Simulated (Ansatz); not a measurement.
Here is an Ansatz 0.2.0 calculation.

File input.yaml:

```yaml
crystal:
  lattice:
    - [0.0, 2.82891, 2.82891]
    - [2.82891, 0.0, 2.82891]
    - [2.82891, 2.82891, 0.0]
  atoms:
    - { symbol: Ge, position: [0.75, 0.75, 0.75] }
    - { symbol: Ge, position: [0.5, 0.5, 0.5] }
kpoints:
  mp_grid: { grid: [8, 8, 8] }
scf:
  occupations: { method: fermi_dirac, width: 0.05 }
hamiltonian:
  xc: pbe
  pseudopotentials: { kind: all_electron, lapw: { basis_error: 0.001 } }
output:
  forces: true
  stress: true
relax:
  f_tol: 0.005
  max_steps: 60
  cell: {}
```

Potentials or basis: all-electron LAPW, scalar-relativistic.

Launch:

```console
$ ansatz run input.yaml --threads 1 --pin off --max-ram 3072MiB --backend cpu --events-out ev --progress --plain --runs-dir out
```

(1) Estimate the space group after relaxing (to 0.05 Å).

(2) What does it give for the relaxed volume?

## Answers

(1) Fd-3m (No. 227).

(2) 23.91 Å³/atom.

The cell as given is a measured one (22.64 Å³/atom); PBE puts the equilibrium volume +5.6 % from it, thermal expansion not counted.
